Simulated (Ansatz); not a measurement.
Crystal: TaS2.

```
Ta S
1.0
     3.35000    0.00000    0.00000
    -1.67500    2.90119    0.00000
     0.00000    0.00000    5.86000
Ta S
1 2
Direct
  0.00000 0.00000 0.00000
  0.66667 0.33333 0.75000
  0.33333 0.66667 0.25000
```

A run of Ansatz 0.2.0 on this cell left the log below. Logs are shortened: lines on timing, memory, paths and dates and some standing lists are left out, and cuts for length are marked.

```text
Warning: RAYON_NUM_THREADS=2 ignored (pool sized by the plan → 2); use --threads N
LAPW: plane waves up to 8.190 Å⁻¹, error target 2.0e-3 eV per atom; S in spheres of 1.037 Å, 14 of its electrons in bands, Dirac shells []; Ta in spheres of 1.389 Å, 43 of its electrons in bands, Dirac shells [] (how accurate: hamiltonian.pseudopotentials.lapw.basis_error, Limitations)
Engine: ansatz 0.2.0, x86_64-unknown-linux-gnu
Pseudopotentials: kind: all_electron
Pseudopotential: Ta, LAPW, valence charge 43, lapw/all_electron/none/Ta, Schrödinger's equation, point nucleus
Pseudopotential: S, LAPW, valence charge 14, lapw/all_electron/none/S, Schrödinger's equation, point nucleus
Functional definition: PBEsol
  exchange = pbesol_x
  correlation = pbesol_c
Crystal: 3 atoms, lattice volume = 56.953 Å³
Basis set: ecut = 255.5400941285806 eV, 549 PW (Γ), exchange–correlation at level 2
Bands: 43, of which v1, the nominal top of the filled ones, is band 36 counted from 1 (35 counted from 0)
Symmetry: 12 space group operations
Space group: P-3m1 (ITA 164), of the structure as read, at distance tolerance 3.8e-5 Å
k-points: 50 of 405
Non-local potential: Ta, projectors of the file, none
Non-local potential: S, projectors of the file, none
Initial density: superposition of atomic densities (chi_scale 0.1, normalization cell, long waves kept (reshape's long-wave potential 0.18 eV rms))
Initial wavefunctions: plane waves of lowest kinetic energy (no species holds an atomic orbital)
[... 17 lines left out ...]
Harris-Foulkes:  -424358.486613 eV  (|F-HF|=4.66e-10)
Internal energy: -424358.471420 eV  (E = F + TS)
E sigma→0 (E₀):  -424358.479017 eV
Entropy (-TS):   -0.015193 eV (-5.064 meV/atom)
Fermi energy:    12.995898 eV
--- Per-component energies (eV) ---
  E_band       = -6869.504157
  E_kinetic    = 424216.196356
  E_xc         = -9417.278533
  E_electrostatic = -839157.389244  (all electrons and nuclei)
  E_smearing   = -0.015193  (= −TS)
  E_closure    = 0.000000  (closes the sum)
  E_atoms      = -424335.944436  (free atoms, spherical and without spin; not in F)
  Σ components = -424358.486613   (vs F -424358.486613, Δ=0.00e0)
  Basis errors (estimates in eV, not in F): energy 9.6e-4 per atom: plane waves 8.7e-4 (5.0e-4 summed), levels above the bands 6.1e-81, relativity 0.0e0, radial functions 9.3e-5, core shells 3.9e-7; eigenvalues (radial functions only) 3.3e-6; not estimated: angular momenta, meshes, grids; target (lapw.basis_error) 2.0e-3; muffin-tin radii S 1.037 Å, Ta 1.389 Å
--- Forces (eV/Å), atoms counted from 1 ---
  atom   1  Ta     0.00000000     0.00000000     0.00000000
  atom   2  S     -0.00000000     0.00000000    -1.60008298
  atom   3  S      0.00000000     0.00000000     1.60008298
  max |Σ_I F_I| component: 2.31e-18 eV/Å
--- Stress (GPa, compression-positive) ---
        7.261373      -0.000000       0.000000
       -0.000000       7.261373       0.000000
        0.000000       0.000000      12.542370
  P = ⅓ Tr σ = 9.0217 GPa (90.217 kbar)
--- Band table (eV; the first three rows and the last of 50) ---
  k-point 0: bands = ["-354.9198", "-354.9198", "-354.8914", "-206.2242", "-206.2242", "-206.2016", "-206.1953", "-206.1953", "-190.9934", "-190.9934", "-137.3147", "-137.3147", "-137.3147", "-137.3147", "-137.2991", "-137.2991", "-41.8354", "-18.9212", "-18.7848", "-18.7848", "-13.7414", "-13.7265", "-13.7046", "-13.7046", "-13.6959", "-13.6913", "-13.6913", "-1.3888", "0.4482", "6.5296", "8.7746", "8.7746", "11.9032", "12.4640", "12.4640", "12.8480", "12.8480", "13.2374", "17.0681", "17.0681", "18.4759", "19.4315", "22.1937"]
  k-point 1: bands = ["-354.9198", "-354.9198", "-354.8914", "-206.2242", "-206.2242", "-206.2016", "-206.1953", "-206.1953", "-190.9934", "-190.9934", "-137.3147", "-137.3147", "-137.3147", "-137.3147", "-137.2991", "-137.2991", "-41.8354", "-18.9213", "-18.7848", "-18.7848", "-13.7414", "-13.7265", "-13.7045", "-13.7045", "-13.6959", "-13.6913", "-13.6913", "-1.2991", "0.2832", "6.8513", "8.7836", "8.7836", "11.0362", "12.4131", "12.4131", "12.8393", "12.8393", "13.8400", "17.2043", "17.2043", "18.5030", "19.8617", "22.3065"]
  k-point 2: bands = ["-354.9198", "-354.9198", "-354.8914", "-206.2242", "-206.2242", "-206.2016", "-206.1953", "-206.1953", "-190.9934", "-190.9934", "-137.3147", "-137.3147", "-137.3146", "-137.3146", "-137.2991", "-137.2991", "-41.8354", "-18.9216", "-18.7848", "-18.7848", "-13.7414", "-13.7264", "-13.7045", "-13.7045", "-13.6959", "-13.6912", "-13.6912", "-1.1082", "-0.0214", "7.5491", "8.7983", "8.7983", "9.8950", "12.3346", "12.3346", "12.8243", "12.8243", "14.3496", "17.4356", "17.4356", "18.6886", "20.5789", "22.4613"]
  k-point 49: bands = ["-354.9198", "-354.9198", "-354.8914", "-206.2242", "-206.2242", "-206.2016", "-206.1953", "-206.1953", "-190.9934", "-190.9934", "-137.3147", "-137.3147", "-137.3147", "-137.3147", "-137.2991", "-137.2991", "-41.7853", "-19.0879", "-19.0879", "-18.8141", "-13.7369", "-13.7319", "-13.7030", "-13.7030", "-13.6941", "-13.6941", "-13.6918", "0.4405", "0.4405", "7.7057", "7.7057", "8.3620", "9.5907", "9.5907", "9.6982", "14.2369", "14.4075", "14.4075", "17.9312", "17.9312", "20.4800", "21.6541", "21.6541"]
```

What input gives this log?

Band structure with PBEsol, no spin polarisation. The files as run (others can give the same):

input.yaml
```yaml
crystal:
  lattice:
    - [3.35, 0.0, 0.0]
    - [-1.675, 2.9011851027, 0.0]
    - [0.0, 0.0, 5.86]
  atoms:
    - { symbol: Ta, position: [0.0, 0.0, 0.0] }
    - { symbol: S, position: [0.6666666667, 0.3333333333, 0.75] }
    - { symbol: S, position: [0.3333333333, 0.6666666667, 0.25] }
kpoints:
  mp_grid: { grid: [9, 9, 5] }
  band_path:
    path:
      - [0.0, 0.0, 0.0]
      - [0.5, 0.0, 0.0]
      - [0.3333333333, 0.3333333333, 0.0]
      - [0.0, 0.0, 0.0]
      - [0.0, 0.0, 0.5]
      - [0.5, 0.0, 0.5]
      - [0.3333333333, 0.3333333333, 0.5]
      - [0.0, 0.0, 0.5]
    npoints: 10
scf:
  occupations: { method: fermi_dirac, width: 0.05 }
hamiltonian:
  xc: pbesol
  pseudopotentials:
    kind: all_electron
    lapw: { basis_error: 0.002 }
    relativity: none
output:
  forces: true
  stress: true
  eigenvalues: true
```

Potentials or basis: all-electron LAPW, non-relativistic.
Run with:
```console
$ ansatz run input.yaml --threads 2 --pin off --max-ram 8192MiB --backend cpu --events-out ev --progress --plain --runs-dir out
```

Caveat: relativity is left out, which matters for the heavier elements; spin-orbit coupling is left out, which moves the levels of the heavy elements; this functional lacks dispersion, which binds the layers, so the pressure and a relaxed spacing across them are unreliable; forces of over 1 eV/Å show positions far from the minimum, so gaps and moduli don't describe the material at rest.
